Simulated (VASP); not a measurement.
Crystal: Ga2O3.

```
CELL_PARAMETERS angstrom
2.87694 0.00000 4.47767
-1.43847 2.49150 4.47767
-1.43847 -2.49150 4.47767
ATOMIC_POSITIONS crystal
Ga 0.35540 0.35540 0.35540
Ga 0.14460 0.14460 0.14460
Ga 0.64460 0.64460 0.64460
Ga 0.85540 0.85540 0.85540
O 0.55490 0.94510 0.25000
O 0.94510 0.25000 0.55490
O 0.25000 0.55490 0.94510
O 0.44510 0.05490 0.75000
O 0.05490 0.75000 0.44510
O 0.75000 0.44510 0.05490
```

The cell was built by a generator and needn't be a form met in nature.

Base run:

```yaml
Program: VASP 6.6.1
Functional: PBE
Potentials_or_basis: VASP PAW PBE potentials, release 64 (Ga_d, O)
Cutoff: 520 eV
k_mesh: 4 × 4 × 4
Occupations: fermi-dirac, width 0.05 eV
Spin: no spin polarisation
```

Its results: band gap on the k mesh 2.90 eV, indirect (least direct gap 3.12 eV); pressure 10.7 GPa; largest force 0.134 eV/Å.

Task: After a change of settings the same cell gave: band gap on the k mesh 2.83 eV, indirect (least direct gap 3.06 eV); pressure 2.5 GPa; largest force 0.160 eV/Å. Which change was it?
A. functional from PBE to LDA; potentials or basis from VASP PAW PBE potentials, release 64 (Ga_d, O) to VASP PAW LDA potentials, release 64 (Ga_d, O)
B. functional from PBE to PBEsol
C. functional from PBE to r2SCAN; further incar settings from ALGO = Fast; EDIFF = 1e-07 to ALGO = Normal; EDIFF = 1e-07
D. functional from PBE to SCAN; further incar settings from ALGO = Fast; EDIFF = 1e-07 to ALGO = Normal; EDIFF = 1e-07

Result: B.

PBEsol binds more tightly than PBE, so the same cell stands under less pressure.

Caveats: the PAW data sets were made with another functional, which shifts forces and pressure a little (some runs).
